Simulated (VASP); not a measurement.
# LiNbO3: relaxation of cell and atoms with PBE+D3(BJ)

LiNbO3:

```
CELL_PARAMETERS angstrom
2.57580 1.48714 4.62300
-2.57580 1.48714 4.62300
0.00000 -2.97428 4.62300
ATOMIC_POSITIONS crystal
Li 0.28150 0.28150 0.28150
Li 0.78150 0.78150 0.78150
Nb 0.00006 0.00006 0.00006
Nb 0.50006 0.50006 0.50006
O 0.11231 0.35836 0.71959
O 0.71959 0.11231 0.35836
O 0.35836 0.71959 0.11231
O 0.21959 0.85836 0.61231
O 0.85836 0.61231 0.21959
O 0.61231 0.21959 0.85836
```

```json
{
  "Program": "VASP 6.6.1",
  "Task": "relaxation of cell and atoms",
  "Functional": "PBE",
  "Dispersion": "D3(BJ)",
  "Potentials or basis": "VASP PAW PBE potentials, release 64 (Li_sv, Nb_sv, O)",
  "Cutoff": "600 eV",
  "k mesh": "6 × 6 × 6",
  "Occupations": "gaussian, width 0.03 eV",
  "Spin": "no spin polarisation",
  "Further INCAR settings": "ALGO = Normal; EDIFF = 1e-06; IBRION = 2; EDIFFG = -0.01; NSW = 90; ISIF = 3"
}
```

| Property | Result |
| --- | --- |
| Relaxed volume | 10.52 Å³/atom |
| Relaxed cell | a = 5.488 Å, b = 5.488 Å, c = 5.488 Å, α = 55.68°, β = 55.68°, γ = 55.68° |
| Space group after relaxing (to 0.05 Å) | R3c (No. 161) |
| Energy gained by relaxing | 1.8 meV/atom |
| Ionic steps | 10 |
| Pressure after relaxing | -0.1 GPa |
| Largest force after relaxing | 0.008 eV/Å |
| Band gap on the k mesh | 3.57 eV, indirect (least direct gap 3.61 eV) |
| Dispersion energy per atom | -0.231 eV |

Forces in eV/Å, atoms in the order of the input:
```
Li   0.000  0.000  0.007
Li   0.000  0.000  0.007
Nb   0.000  0.000  0.001
Nb   0.000  0.000  0.001
O    0.002  0.007 -0.003
O   -0.007 -0.002 -0.003
O    0.005 -0.005 -0.003
O   -0.005 -0.005 -0.003
O   -0.002  0.007 -0.003
O    0.007 -0.002 -0.003
```

Stress tensor (GPa, compression positive):
```
-0.12  0.00  0.00
 0.00 -0.12  0.00
 0.00  0.00 -0.02
```

The path:
| step | energy change (eV) | largest force (eV/Å) | pressure (GPa) | volume (Å³) |
| --- | --- | --- | --- | --- |
| 1 | 0.0000 | 0.1990 | 0.53 | 106.25 |
| 2 | -0.0035 | 0.1195 | -1.68 | 106.79 |
| 3 | -0.0047 | 0.1030 | -0.96 | 106.61 |
| 4 | -0.0115 | 0.0801 | -0.58 | 106.04 |
| 5 | -0.0149 | 0.0961 | 0.60 | 104.35 |
| 6 | -0.0168 | 0.0771 | 0.17 | 104.99 |
| 7 | -0.0182 | 0.0139 | 0.12 | 105.07 |
| 8 | -0.0183 | 0.0238 | 0.11 | 105.10 |
| 9 | -0.0182 | 0.0223 | -0.34 | 105.26 |
| 10 | -0.0184 | 0.0077 | -0.09 | 105.16 |

Final structure:
```xyz
10
Lattice="2.5629 1.4797 4.6218 -2.5629 1.4797 4.6218 0.0000 -2.9594 4.6218" Properties=species:S:1:pos:R:3 pbc="T T T"
Li    0.0000    0.0000    3.9036
Li    0.0000    0.0000   10.8362
Nb    0.0000    0.0000   13.8640
Nb    0.0000    0.0000    6.9314
O    -0.6658   -1.4334    5.5016
O     1.5743    0.1401    5.5016
O    -0.9085    1.2933    5.5016
O    -1.6545   -0.1864    7.8125
O     0.6658    1.5260    7.8125
O     0.9886   -1.3396    7.8125
```

Levels at points of the mesh, in eV from the valence-band top:
| k point | band 30 | band 31 | band 32 | band 33 | band 34 | band 35 | band 36 | band 37 | band 38 | band 39 |
| --- | --- | --- | --- | --- | --- | --- | --- | --- | --- | --- |
| (0.00, 0.00, 0.00) | -0.67 | -0.61 | -0.55 | -0.01 | -0.01 | 3.60 | 3.60 | 4.03 | 5.09 | 5.09 |
| (0.50, 0.00, 0.00) | -0.44 | -0.29 | -0.29 | -0.19 | -0.19 | 3.87 | 3.87 | 4.70 | 4.70 | 4.92 |
| (0.50, 0.50, 0.00) | -0.96 | -0.68 | -0.65 | -0.47 | -0.22 | 3.67 | 4.08 | 4.56 | 4.59 | 5.22 |
| (0.50, 0.50, 0.50) | -0.66 | -0.29 | -0.29 | -0.29 | -0.29 | 4.62 | 4.62 | 4.83 | 4.83 | 4.83 |

It took 7.3 min on 4 MPI ranks on Intel(R) Xeon(R) Platinum 8488C (Sapphire Rapids), on a shared host, peak memory 0.44 GiB a rank.

Caveat: the cutoff is under 1.25 times the usual one of these potentials, so pressure, stress and relaxed cells hold a basis-set (Pulay) error. Expect the measured gap to be larger: semilocal functionals such as PBE lack the derivative discontinuity.
